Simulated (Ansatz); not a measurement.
HgTe: a run of Ansatz with trial settings.

```yaml
crystal:
  lattice:
    - [0.0, 3.077117, 3.077117]
    - [3.077117, 0.0, 3.077117]
    - [3.077117, 3.077117, 0.0]
  atoms:
    - { symbol: Hg, position: [0.0, 0.0, 0.0] }
    - { symbol: Te, position: [0.5, 0.5, 0.5] }
basis:
  ecutwfc: 420
kpoints:
  mp_grid: { grid: [4, 4, 4] }
hamiltonian:
  xc: pw92
scf:
  occupations: { method: gaussian, width: 0.1 }
output:
  forces: true
  stress: true
  eigenvalues: true
```

Command:

```bash
ansatz run input.yaml --threads 1 --pin off --max-ram 1331MiB --backend cpu --events-out ev --progress --plain --runs-dir out
```

From the log (HF is the Harris–Foulkes energy, dr2 the density residual in eV):

```text
Pseudopotential: Hg, paw, valence charge 20, recommended cutoff 420 eV (normal)
Pseudopotential: Te, paw, valence charge 16, recommended cutoff 420 eV (normal)
Crystal: 2 atoms, lattice volume = 58.272 Å³
Basis set: ecut = 420 eV, 1139 PW (Γ)
Bands: 22, of which v1, the nominal top of the filled ones, is band 18 counted from 1 (17 counted from 0)
Symmetry: 48 space group operations
Space group: Fm-3m (ITA 225), of the structure as read, at distance tolerance 3.9e-5 Å
k-points: 8 of 64
PAW frozen core: Hg, regenerated for the run's functional, and the local potential with it (the file was generated under x = pbe(κ = 0.804, μ = 0.2195), c = pbe(β = 0.0667))
PAW frozen core: Te, regenerated for the run's functional, and the local potential with it (the file was generated under x = pbe(κ = 0.804, μ = 0.2195), c = pbe(β = 0.0667))
Initial density: superposition of atomic densities, corrected by the library's trained network
SCF iter   1: HF=-20349.480921 eV  Δρ=5.18e-3  dr2=1.83e-2
SCF iter   2: HF=-20349.476081 eV  Δρ=1.88e-3  dr2=4.28e-3
SCF iter   3: HF=-20349.474932 eV  Δρ=1.28e-3  dr2=1.08e-3
SCF iter   4: HF=-20349.474543 eV  Δρ=3.42e-4  dr2=8.05e-5
SCF iter   5: HF=-20349.474525 eV  Δρ=1.18e-4  dr2=9.48e-6
SCF iter   6: HF=-20349.474522 eV  Δρ=2.10e-5  dr2=2.57e-7
SCF iter   7: F=-20349.474522 eV  HF=-20349.474522 eV  Δρ=2.17e-6  dr2=3.17e-9
SCF 1 converged in 7 iterations: F = -20349.474522 eV  dr2 = 3.17e-9
SCF converged after 7 iterations
Free energy (F): -20349.474522 eV
E sigma→0 (E₀):  -20349.466835 eV
Entropy (-TS):   -0.015374 eV (-7.687 meV/atom)
Fermi energy:    10.574130 eV
--- Forces (eV/Å), atoms counted from 1 ---
  atom   1  Hg    -0.00000000     0.00000000     0.00000000
  atom   2  Te     0.00000000    -0.00000000     0.00000000
--- Stress (GPa, compression-positive) ---
       -4.107626      -0.000000      -0.000000
       -0.000000      -4.107626       0.000000
       -0.000000      -0.000000      -4.107626
  P = ⅓ Tr σ = -4.1076 GPa (-41.076 kbar)
```

These settings were drawn at random to show what each does; none of the numbers is a converged property of the crystal.